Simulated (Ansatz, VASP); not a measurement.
# C: VASP beside Ansatz

```
C
1.0
     0.00000    1.53033    1.53033
     1.53033    0.00000    1.53033
     1.53033    1.53033    0.00000
C
1
Direct
  0.00000 0.00000 0.00000
```

Alike in both runs: functional PBEsol; k mesh 8 × 8 × 8; occupations gaussian, width 0.1 eV; no spin polarisation.

Ansatz relaxed the structure, and its values are those at the end. VASP's run is a single point on that final structure, the one shown.

```csv
,VASP,Ansatz
version,VASP 6.6.1,Ansatz 0.2.0
potentials or method,"VASP PAW PBE potentials, release 64 (C)","scalar-relativistic, plane waves, PAW"
plane-wave cutoff (eV),520,420
valence electrons in the cell,4,4
```

```csv
,VASP,Ansatz,Ansatz less VASP
gap on the k mesh at the Fermi level (eV),none,none,-
pressure (GPa),0.2,0.0,-0.26
```

A gap of «none» marks a metal or a gap that the smearing closes. The functional is the same, so the differences come from potentials, cutoffs and numerics.

Caveats: the k mesh is coarse (spacing up to 0.44 Å⁻¹), so the values aren't converged; the PAW data sets were made with another functional, which shifts forces and pressure a little (VASP).
